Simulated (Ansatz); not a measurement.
Ansatz input

```yaml
crystal:
  lattice:
    - [2.4972468233, 0.0, 0.0]
    - [-1.2486234116, 2.1626791885, 0.0]
    - [0.0, 0.0, 8.8127274676]
  atoms:
    - { symbol: Cr, position: [1.0, 1.0, 0.0], spin: 1.5 }
    - { symbol: Cr, position: [1.0, 1.0, 0.5], spin: 1.5 }
    - { symbol: Cr, position: [0.3333333333, 0.6666666667, 0.25], spin: 1.5 }
    - { symbol: Cr, position: [0.6666666667, 0.3333333333, 0.75], spin: 1.5 }
hamiltonian:
  xc: pbe
  pseudopotentials:
    kind: paw
    azcp:
      Cr: "pseudopotentials/Cr.paw.azcp"
basis:
  ecutwfc: 420
  fft_grid_basis: typed
kpoints:
  mp_grid: { grid: [19, 19, 5], shift: [0, 0, 0] }
magnetization:
  spin_polarized: true
scf:
  occupations: { method: fermi_dirac, width: 0.05 }
```

Terminal output

```
Engine: ansatz 0.2.0, x86_64-unknown-linux-gnu
Pseudopotentials: kind: paw
Pseudopotential: Cr, paw, valence charge 14, recommended cutoff 420 eV (normal) 
Functional definition: PBE
  parameter kappa = 0.804
  parameter beta = 0.06672455060314922
  exchange = pbe_x(kappa = kappa, mu = beta*pi^2/3)
  correlation = pbe_c(beta = beta)
Crystal: 4 atoms, lattice volume = 47.595 Å³
Basis set: ecut = 420 eV, 947 PW (Γ)
Bands: 38, of which v1, the nominal top of the filled ones, is band 28 counted from 1 (27 counted from 0)
Symmetry: 24 space group operations
Space group: P63/mmc (ITA 194), of the structure as read, at distance tolerance 3.6e-5 Å
Magnetic group: BNS 194.263 (UNI 1493), of the structure as read, at distance tolerance 3.6e-5 Å
k-points: 120 of 1805
Non-local potential: Cr, projectors of the file, l = 0: 3, l = 1: 2, l = 2: 3, l = 3: 1
PAW form: soft (Blöchl's): semilocal exchange-correlation on the pseudo side does not see the compensation charge
PAW one-centre angular grid: Cr, 590 points (default); XC on 64 Gauss nodes
Initial density: superposition of atomic densities (chi_scale 0.1, normalization cell)
Starting moments: Σ|m| = 6 μB on 4 of 4 sites
Initial wavefunctions: pseudopotential atomic-orbital guess
Functional: x = pbe(κ = 0.804, μ = 0.2195149727645171), c = pbe(β = 0.06672455060314922)
SCF iter   1: F=—  HF=-13518.911170 eV  |F-HF|=—  |Δ(HF+E_count)|=         —  Δρ=2.06e-1 (↑2.06e-1 ↓6.40e-2)  dr2=2.10e1  dr2_m=4.28e0  M=1.075 μB ∫|m|=1.076 μB  β_m=0.30  ethr=3.10e-3  ⟨swp⟩=3.4  Hψ=27446  notcnv=0
Mixer restart at iter 1: flushing history
SCF iter   2: F=—  HF=-13511.960837 eV  |F-HF|=—  |Δ(HF+E_count)|=    6.95e0  Δρ=1.22e-1 (↑1.22e-1 ↓4.40e-2)  dr2=6.28e0  dr2_m=2.04e0  M=1.065 μB ∫|m|=1.067 μB  β_m=0.49  ethr=3.10e-3  ⟨swp⟩=2.0  Hψ=18773  notcnv=0  defer=438
SCF iter   3: F=—  HF=-13509.358109 eV  |F-HF|=—  |Δ(HF+E_count)|=    2.60e0  Δρ=3.02e-2 (↑3.02e-2 ↓2.76e-2)  dr2=1.21e-1  dr2_m=3.12e-1  M=0.602 μB ∫|m|=0.606 μB  β_m=0.73  ethr=3.10e-3  ⟨swp⟩=2.5  Hψ=17251  notcnv=0  defer=412
SCF iter   4: F=—  HF=-13509.397204 eV  |F-HF|=—  |Δ(HF+E_count)|=   3.91e-2  Δρ=6.07e-3 (↑6.07e-3 ↓3.01e-3)  dr2=9.74e-3  dr2_m=6.74e-3  M=0.097 μB ∫|m|=0.109 μB  β_m=0.84  ethr=2.17e-4  ⟨swp⟩=2.5  Hψ=19048  notcnv=0  defer=331
SCF iter   5: F=—  HF=-13509.398006 eV  |F-HF|=—  |Δ(HF+E_count)|=   8.02e-4  Δρ=8.70e-3 (↑8.52e-3 ↓8.70e-3)  dr2=2.12e-1  dr2_m=1.03e-3  M=0.049 μB ∫|m|=0.053 μB  β_m=0.84  ethr=1.74e-5  ⟨swp⟩=3.0  Hψ=19488  notcnv=0  defer=331
SCF iter   6: F=—  HF=-13509.393473 eV  |F-HF|=—  |Δ(HF+E_count)|=   4.53e-3  Δρ=3.06e-3 (↑8.25e-4 ↓3.06e-3)  dr2=4.67e-3  dr2_m=9.60e-4  M=0.029 μB ∫|m|=0.035 μB  β_m=0.72  ethr=1.74e-5  ⟨swp⟩=2.5  Hψ=18988  notcnv=0  defer=326
SCF iter   7: F=—  HF=-13509.392510 eV  |F-HF|=—  |Δ(HF+E_count)|=   9.62e-4  Δρ=6.36e-4 (↑6.00e-4 ↓6.36e-4)  dr2=4.73e-4  dr2_m=9.34e-6  M=-0.001 μB ∫|m|=0.005 μB  β_m=0.75  ethr=8.33e-6  ⟨swp⟩=2.4  Hψ=17064  notcnv=0  defer=324
SCF iter   8: F=—  HF=-13509.392570 eV  |F-HF|=—  |Δ(HF+E_count)|=   6.00e-5  Δρ=2.11e-4 (↑2.11e-4 ↓1.70e-4)  dr2=2.00e-6  dr2_m=1.53e-5  M=0.004 μB ∫|m|=0.006 μB  β_m=0.88  ethr=8.44e-7  ⟨swp⟩=2.1  Hψ=12738  notcnv=0  defer=323
SCF iter   9: F=—  HF=-13509.392574 eV  |F-HF|=—  |Δ(HF+E_count)|=   3.73e-6  Δρ=2.83e-5 (↑2.42e-5 ↓2.83e-5)  dr2=2.18e-7  dr2_m=2.45e-7  M=0.000 μB ∫|m|=0.001 μB  β_m=0.94  ethr=3.58e-9  ⟨swp⟩=2.0  Hψ=16217  notcnv=0  defer=323
SCF iter  10: F=—  HF=-13509.392574 eV  |F-HF|=—  |Δ(HF+E_count)|=   1.10e-7  Δρ=1.31e-5 (↑8.59e-6 ↓1.31e-5)  dr2=2.99e-8  dr2_m=4.36e-8  M=-0.000 μB ∫|m|=0.000 μB  β_m=0.96  ethr=3.90e-10  ⟨swp⟩=2.0  Hψ=14715  notcnv=0  defer=323
SCF iter  11: F=—  HF=-13509.392574 eV  |F-HF|=—  |Δ(HF+E_count)|=   5.16e-9  Δρ=2.50e-6 (↑2.50e-6 ↓2.35e-6)  dr2=3.10e-9  dr2_m=1.83e-9  M=-0.000 μB ∫|m|=0.000 μB  β_m=0.93  ethr=5.34e-11  ⟨swp⟩=2.5  Hψ=15987  notcnv=0  defer=323
SCF iter  12: F=—  HF=-13509.392574 eV  |F-HF|=—  |Δ(HF+E_count)|=  4.95e-10  Δρ=9.64e-7 (↑7.54e-7 ↓9.64e-7)  dr2=1.83e-9  dr2_m=8.92e-11  M=-0.000 μB ∫|m|=0.000 μB  β_m=0.80  ethr=5.53e-12  ⟨swp⟩=2.0  Hψ=15260  notcnv=0  defer=323
SCF iter  13: F=-13509.392574 eV  HF=-13509.392574 eV  |F-HF|=1.82e-12  |Δ(HF+E_count)|=  5.58e-10  Δρ=3.18e-7 (↑3.18e-7 ↓2.13e-7)  dr2=4.58e-11  dr2_m=1.80e-11  M=-0.000 μB ∫|m|=0.000 μB  ethr=3.26e-12  ⟨swp⟩=4.3  Hψ=28385  notcnv=0
SCF 1 converged in 13 iterations: F = -13509.392574 eV  dr2 = 4.58e-11
WARN: the starting moments were not kept: the SCF closed with an absolute magnetisation of 9.5e-6 μB, where they sum to 6 μB in size (4 sites). That is at most 0.1 of that sum. Measured as dr2_m measures the in/out step, that magnetisation stands 1.1e-11 eV from none, at or under the dr2_threshold of 1.0e-7 eV: it is no larger than a step whose dr2_m would equal this threshold. The system may hold no moment; this SCF shows only that its start led to no more than that. To try another start: raise the starting moments (crystal.atoms[].spin, magnetization.per_species, magnetization.initial_magnetization, or on a non-collinear deck that types none of these the spinor_matrix: blocks that start its atoms; where the total moment is fixed, keep their sum and leave initial_magnetization as it is; typed ones take the place of any that the run laid by itself, positive ones on a crystal's lanthanoids without a Hubbard term where scf.initial_density.shell_occupations: [] is typed) or, if the notice of its spin-set hold's release reads "site moments contracting" or "site moments show no strong build", lengthen the hold (scf.mixing.spin_hold: { on: { confirm: 4 } }; for m-r²SCAN on two components see the key's manual first). Each may lead to a state that holds a moment. A second SCF, from the converged charge density, with the starting moments and any scf.initial_density.shell_occupations laid on it anew, would have followed, and was not run: the deck does not ask for one (magnetization.retry_lost_moments is false, the default). To let it run, set magnetization.retry_lost_moments: true and run the deck again, where that key's refused combinations let it; where memory then withholds it, that run's warning says so.
SCF converged after 13 iterations
Magnetization: -0.0000 μB (28.0000 up, 28.0000 down)
Absolute magnetization: 0.0000 μB (∫|ρ↑−ρ↓|, with the PAW one-centre terms)
Spin contamination: 0.0000 ħ² per cell (⟨S²⟩ above its minimum at these occupations)
Per-site moments (μB) at R_I (Å): [(-3.307908986074857e-7, 1.0301143146117764), (-3.3079089862028904e-7, 1.0301143146117764), (-1.0515180225854854e-6, 1.0301143146117764), (-1.0515180224195074e-6, 1.0301143146117764)]
Free energy (F): -13509.392574 eV
Harris-Foulkes:  -13509.392574 eV  (|F-HF|=1.82e-12)
Internal energy: -13509.341245 eV  (E = F + TS)
E sigma→0 (E₀):  -13509.366909 eV
Entropy (-TS):   -0.051329 eV (-12.832 meV/atom)
Fermi energy:    18.605975 eV
--- Per-component energies (eV) ---
  E_band       = -605.834870
  E_kinetic    = 1373.363421
  E_local      = -4825.606976  (includes V_loc(G=0)·N_el)
  E_nonlocal   = 316.105880
  E_hartree    = 2101.599924
  E_xc         = -559.769039
  E_vxc        = -714.165723  (∫ρ·V_xc dr)
  E_paw        = -4780.301618  (= ΣΔE_a)
  E_vpaw       = -958.732166  (= ΣTr[D̂ρ^β])
  E_aug_tail   = 0.001329  (compensation charges beyond the density's cutoff)
  E_ewald      = -7134.734166
  E_smearing   = -0.051329  (= −TS)
  E_closure    = -0.000000  (closes the sum)
  Σ components = -13509.392574   (vs F -13509.392574, Δ=0.00e0)
```

Command:

```sh
ansatz run input.yaml --threads 1 --pin off --max-ram 3584MiB --backend cpu --events-out ev --progress --plain --runs-dir out
```

On 1 thread of Intel(R) Xeon(R) Platinum 8259CL CPU @ 2.50GHz (Skylake/Cascade Lake) (shared host) this took about 42 s of wall time and 42 s of CPU time.
